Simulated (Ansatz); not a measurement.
Write the native input for Ansatz 0.2.0 that does the following.

* Task: single point
* Functional: PBE
* Potentials or basis: all-electron LAPW, scalar-relativistic
* Cutoff: 247 eV (chosen from the basis error)
* Basis error allowed: 0.002 eV/atom
* k mesh: 7 × 7 × 7
* Occupations: fermi-dirac, width 0.02 eV
* Spin: no spin polarisation

Pd:

```
Pd
1.0
     0.00000    1.94650    1.94650
     1.94650    0.00000    1.94650
     1.94650    1.94650    0.00000
Pd
1
Direct
  0.00000 0.00000 0.00000
```

These files were run (other wordings do the same):

input.yaml

```yaml
crystal:
  lattice:
    - [0.0, 1.9465, 1.9465]
    - [1.9465, 0.0, 1.9465]
    - [1.9465, 1.9465, 0.0]
  atoms:
    - { symbol: Pd, position: [0.0, 0.0, 0.0] }
kpoints:
  mp_grid: { grid: [7, 7, 7] }
scf:
  occupations: { method: fermi_dirac, width: 0.02 }
hamiltonian:
  xc: pbe
  pseudopotentials: { kind: all_electron, lapw: { basis_error: 0.002 } }
output:
  forces: true
  stress: true
  eigenvalues: true
```

Potentials or basis: all-electron LAPW, scalar-relativistic.

Run with:

```sh
$ ansatz run input.yaml --threads 1 --pin off --max-ram 2560MiB --backend cpu --events-out ev --progress --plain --runs-dir out
```

It gave:

```json
{
  "Pressure": "7.7 GPa",
  "Band gap on the k mesh": "none (metal or under the smearing width)"
}
```

Caveat: the k mesh is coarse (spacing up to 0.40 Å⁻¹), so the values aren't converged.

It took 1.8 s on 1 thread of Intel(R) Xeon(R) Platinum 8488C (Sapphire Rapids), with other jobs on the host, peak memory 0.26 GiB.
